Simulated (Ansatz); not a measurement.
**BaTe: excitons and shallow donors from band masses and screening**

All numbers below come from DFT PBE, scalar-relativistic, plane waves, PAW in Ansatz.

Settings: cutoff 420 eV, Γ-centred mesh 8×8×8 on the computed 2-atom cell, Gaussian smearing of 0.02 eV; no spin polarisation.

Relaxed cell: Fm-3m, a = 7.065 Å, b = 7.065 Å, c = 7.065 Å, α = 90.00°, β = 90.00°, γ = 90.00°, 2 atoms in the primitive cell.

The calculation gives a Kohn–Sham gap of 1.66 eV, an electron mass of 0.383 mₑ and a hole mass of 0.396 mₑ (harmonic means over x, y, z and over the bands degenerate at each edge), and ε∞ = 6.46 (independent particles, mean of the diagonal). The masses depend on direction at the band edges, which the isotropic model averages.

Question: Estimate the binding energy and radius of a Wannier–Mott exciton and of a shallow donor, and say whether the hydrogenic model can hold.

Answer: The reduced mass is μ = mₙmₕ/(mₙ + mₕ) = 0.195 mₑ, with mₙ and mₕ the band masses. With E_b = 13.606 eV × μ/ε² and a = 0.529 Å × ε/μ (μ in mₑ) the exciton has E_b = 63 meV and a = 17.6 Å. For a donor μ is the electron mass: 125 meV and 8.9 Å. The exciton's radius is 4 times the shortest lattice vector (5.00 Å), so the continuum picture is reasonable. In a polar crystal the ions screen too, so a state bound more weakly than an optical phonon feels the larger static constant, which lowers the energy and widens the orbit. The other way, the small Kohn–Sham gap and the missing local fields make ε∞ too large and the masses tend to be too light, which underbinds. The edges lie at different points of the zone, so the exciton is indirect.

Spin-orbit coupling is left out, which matters for the bands of heavy elements.

Cost: 4 runs of about 0.9 core-minutes in all, on Intel Xeon Platinum 8488C (Sapphire Rapids) (shared hosts).